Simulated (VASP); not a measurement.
The system is BeTe.

```xyz
2
Lattice="0.0000 2.7700 2.7700 2.7700 0.0000 2.7700 2.7700 2.7700 0.0000" Properties=species:S:1:pos:R:3 pbc="T T T"
Be    0.0000    0.0000    0.0000
Te    1.3850    1.3850    1.3850
```

```yaml
Program: VASP 6.6.1
Task: relaxation of cell and atoms
Functional: r2SCAN
Potentials_or_basis: VASP PAW PBE potentials, release 64 (Be, Te)
Cutoff: 600 eV
k_mesh: 8 × 8 × 8
Occupations: gaussian, width 0.03 eV
Spin: no spin polarisation
```

At the start: pressure 4.5 GPa; volume 21.25 Å³/atom.

Where does the relaxation end?

Over 3 steps the energy falls by 19.0 meV/atom and the volume is 22.69 Å³/atom (+6.8 %); space group F-43m (No. 216, to 0.05 Å).

Step by step:
| step | energy change (eV) | largest force (eV/Å) | pressure (GPa) | volume (Å³) |
| --- | --- | --- | --- | --- |
| 1 | 0.0000 | 0.0000 | 4.45 | 42.51 |
| 2 | -0.0351 | 0.0000 | -1.08 | 46.25 |
| 3 | -0.0380 | 0.0000 | 0.02 | 45.38 |

Final structure:
```cif
data_structure
_symmetry_space_group_name_H-M 'P 1'
_symmetry_Int_Tables_number 1
_cell_length_a 4.0038
_cell_length_b 4.0038
_cell_length_c 4.0038
_cell_angle_alpha 60.000
_cell_angle_beta 60.000
_cell_angle_gamma 60.000
_cell_volume 45.38
loop_
_atom_site_label
_atom_site_type_symbol
_atom_site_fract_x
_atom_site_fract_y
_atom_site_fract_z
_atom_site_occupancy
Be1 Be 0.00000 0.00000 0.00000 1
Te1 Te 0.25000 0.25000 0.25000 1
```

Caveat: the PAW data sets were made with another functional, which shifts forces and pressure a little.
